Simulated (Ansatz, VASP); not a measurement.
Rh in VASP and in Ansatz

```
CELL_PARAMETERS angstrom
0.00000 1.87585 1.87585
1.87585 0.00000 1.87585
1.87585 1.87585 0.00000
ATOMIC_POSITIONS crystal
Rh 0.00000 0.00000 0.00000
```

Change from the starting cell: volume scaled by 0.96.

Alike in both runs: task single point; functional PBE; k mesh 16 × 16 × 16; occupations fermi-dirac, width 0.08 eV; no spin polarisation.

```csv
,VASP,Ansatz
version,VASP 6.6.1,Ansatz 0.2.0
potentials or method,"VASP PAW PBE potentials, release 64 (Rh_pv), cutoff 520 eV","all-electron LAPW, scalar-relativistic"
```

VASP gave:

* pressure (GPa): 19.0

Q: Estimate Ansatz's values.

A: Pressure (GPa): 18.9.

Ansatz ran all-electron here, so the differences hold the error of VASP's frozen core and of both bases.

Caveats: so large a pressure means that the cell lies far from this level's equilibrium, or that cutoff or potentials fall short (VASP).
